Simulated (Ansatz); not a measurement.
The system is GaN.

```
Ga N
1.0
     0.00000    2.13524    2.13524
     2.13524    0.00000    2.13524
     2.13524    2.13524    0.00000
Ga N
1 1
Direct
  0.00000 0.00000 0.00000
  0.50000 0.50000 0.50000
```

Measurements of this composition are mostly on another form, of space group No. 186.

Base run:

```yaml
Program: Ansatz 0.2.0
Functional: LDA
Potentials_or_basis: all-electron LAPW, scalar-relativistic
Cutoff: 347 eV (chosen from the basis error)
Basis_error_allowed: 0.001 eV/atom
k_mesh: 11 × 11 × 11
Occupations: gaussian, width 0.1 eV
Spin: no spin polarisation
```

Its results: band gap on the k mesh 0.34 eV, indirect (least direct gap 2.42 eV); pressure -13.5 GPa.

Problem. The run is repeated on the same cell with these changes: functional from LDA to PBEsol. What comes out?

Solution. Band gap on the k mesh 0.47 eV, indirect (least direct gap 2.37 eV); pressure -7.6 GPa.

PBEsol binds less tightly than LDA, so the same cell stands under more pressure.

Caveats: an odd mesh through Γ misses points on the zone boundary, where band edges often lie.
